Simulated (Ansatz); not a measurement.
# AlNi (P4/mmm), clamped-ion strain scan

The calculation used DFT PBE, scalar-relativistic, plane waves, PAW (Ansatz 0.2.0). The runs took a 420 eV cutoff, a Γ-centred 20×20×20 mesh and Gaussian smearing (0.15 eV). No spin polarisation. A magnetic state may lie lower. Energies are free energies at this smearing, counted from the undisturbed cell; pressure is positive in compression.

The starting cell (relaxed at this level; it needn't be the usual structure):

```
CELL_PARAMETERS angstrom
2.04281 -2.04281 0.00000
2.04281 2.04281 0.00000
0.00000 0.00000 2.90114
ATOMIC_POSITIONS crystal
Al 0.00000 0.00000 0.00000
Ni 0.50000 0.50000 0.50000
```

The cell is strained by ε times the Voigt pattern (0, 1, 0, 0, 0, 0) (xx, yy, zz, yz, xz, xy; engineering shear) with fractional coordinates fixed. The cell is metallic on the mesh throughout.

```csv
ε,ΔE (meV/atom),"stress summed along the pattern (GPa, tension positive)",pressure (GPa)
-0.1500,335.6,-67.23,41.1
-0.1125,?,?,27.0
-0.0750,72.7,?,?
-0.0375,16.9,?,?
0.0000,0.0,-0.12,0.0
0.0375,13.6,9.31,-5.2
0.0750,50.5,16.31,-9.1
0.1125,104.0,21.15,-11.9
0.1312,135.2,22.85,-13.0
0.1500,168.6,24.14,-13.8
```

Q: Give the withheld values.

A: ΔE (meV/atom) at ε = -0.1125: 176.0; stress summed along the pattern (GPa, tension positive) at ε = -0.1125: -45.88; stress summed along the pattern (GPa, tension positive) at ε = -0.0750: -27.56; pressure (GPa) at ε = -0.0750: 15.7; stress summed along the pattern (GPa, tension positive) at ε = -0.0375: -12.32; pressure (GPa) at ε = -0.0375: 6.9.

Cost: 10 runs of about 2.8 core-minutes in all, on AMD EPYC 7R43 (Zen 3) (shared hosts).